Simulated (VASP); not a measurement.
Input of a VASP 6.6.1 run:

Contents of INCAR:

```
PREC = Accurate
ENCUT = 500
EDIFF = 1E-6
ISMEAR = 0
SIGMA = 0.01
LREAL = F
LASPH = T
NELM = 120
ALGO = Normal
ISIF = 2
LWAVE = F
LCHARG = F
GGA = PE
NBANDS = 16
GGA_COMPAT = F
```

Contents of KPOINTS:

```
Automatic mesh
0
Gamma
  6 6 6
```

File POSCAR:

```
CdTe
1.0
    0.0000000000      3.2882837455      3.2882837455
    3.2882837455      0.0000000000      3.2882837455
    3.2882837455      3.2882837455      0.0000000000
Cd Te
1 1
Direct
    0.0000000000      0.0000000000      0.0000000000
    0.2500000000      0.2500000000      0.2500000000
```

Potentials or basis: VASP PAW PBE potentials, release 64 (Cd, Te).

Launch:

```bash
$ cat potpaw_PBE.64/Cd/POTCAR potpaw_PBE.64/Te/POTCAR > POTCAR
$ mpirun -np 1 vasp_std > vasp.out
```

(1) Predict the band gap on the k mesh.

(2) Predict the pressure.

Answers

(1) 0.64 eV.

(2) 0.8 GPa.

Caveat: spin-orbit coupling is left out, which moves the levels of the heavy elements.

**Experimental background.**

A printed reference work, data compilation reports, for a bulk crystal of CdTe at 0 K: band gap 1.607 eV.

Measured gap of CdTe: 1.607 eV (0 K; a printed reference work, data compilation). This calculation gives 0.64 eV (-0.97 eV). Spin-orbit coupling on Cd, Te is left out. The value is that of PBE, without temperature or zero-point motion. Semilocal functionals fall short of measured gaps as a rule.
